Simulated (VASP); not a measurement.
Wanted: the native input for a VASP 6.6.1 run.

* Task: single point
* Functional: HSE03
* Dispersion: D4
* Potentials or basis: VASP PAW PBE potentials, release 64 (Mg)
* Cutoff: 520 eV
* k mesh: 6 × 6 × 1
* Occupations: tetrahedron
* Spin: no spin polarisation
* Grid for exact exchange (PRECFOCK): Normal
* Further INCAR settings: ALGO = Normal; EDIFF = 1e-06; NBANDS = 12

Slab: Mg, a slab with vacuum.

```
CELL_PARAMETERS angstrom
3.18539 0.00000 0.00000
-1.59269 2.75863 0.00000
0.00000 0.00000 22.69988
ATOMIC_POSITIONS crystal
Mg 0.66667 0.33333 0.33040
Mg 0.33333 0.66667 0.44376
Mg 0.66667 0.33333 0.55624
Mg 0.33333 0.66667 0.66960
```

The slab is cut from a database's or a generator's crystal, which needn't be the stable form of the element.

The cell isn't the ideal one: the (0 0 1) slab of Mg, cut from the database cell, not relaxed.

These files were run (other wordings do the same):

POSCAR

```
Mg
1.0
    3.1853886285      0.0000000000      0.0000000000
   -1.5926943142      2.7586274731      0.0000000000
    0.0000000000      0.0000000000     22.6998773267
Mg
4
Direct
    0.6666666667      0.3333333333      0.3303982613
    0.3333333333      0.6666666667      0.4437577670
    0.6666666666      0.3333333333      0.5562422330
    0.3333333333      0.6666666667      0.6696017387
```

INCAR.step1

```
SYSTEM = Mg
PREC = Accurate
ENCUT = 520
EDIFF = 1E-5
ISMEAR = -5
SIGMA = 0.05
LREAL = .FALSE.
LASPH = .TRUE.
NELM = 80
ALGO = Normal
ISIF = 2
LWAVE = .TRUE.
LCHARG = .FALSE.
NBANDS = 12
GGA = PE
```

INCAR.step2

```
SYSTEM = Mg
PREC = Accurate
ENCUT = 520
EDIFF = 1E-6
ISMEAR = -5
SIGMA = 0.05
LREAL = .FALSE.
LASPH = .TRUE.
NELM = 80
ALGO = Normal
ISIF = 2
LWAVE = .FALSE.
LCHARG = .FALSE.
GGA = PE
LHFCALC = .TRUE.
HFSCREEN = 0.3
PRECFOCK = Normal
IVDW = 13
NBANDS = 12
ISTART = 1
```

KPOINTS

```
Automatic mesh
0
G
  6 6 1
  0 0 0
```

Potentials or basis: VASP PAW PBE potentials, release 64 (Mg).

Run with:

```sh
$ cat potpaw_PBE.64/Mg/POTCAR > POTCAR
$ cp INCAR.step1 INCAR
$ mpirun -np 1 vasp_std > vasp.out
$ cp INCAR.step2 INCAR
$ mpirun -np 1 vasp_std > vasp.out
```

Results of the run:

```yaml
Largest_force: 0.140 eV/Å
Band_gap_on_the_k_mesh: none (metal or under the smearing width)
Dispersion_energy_per_atom: -0.078 eV
```

Caveat: the k mesh is coarse (spacing up to 0.38 Å⁻¹), so the values aren't converged, least of all with exact exchange; the PAW data sets were made with another functional, which shifts forces and pressure a little; tetrahedron occupations give inexact forces and stress in metals.

It took 8.9 min on 1 thread of Intel(R) Xeon(R) Platinum 8375C CPU @ 2.90GHz (Ice Lake), with other jobs on the host, peak memory 0.4 GiB.
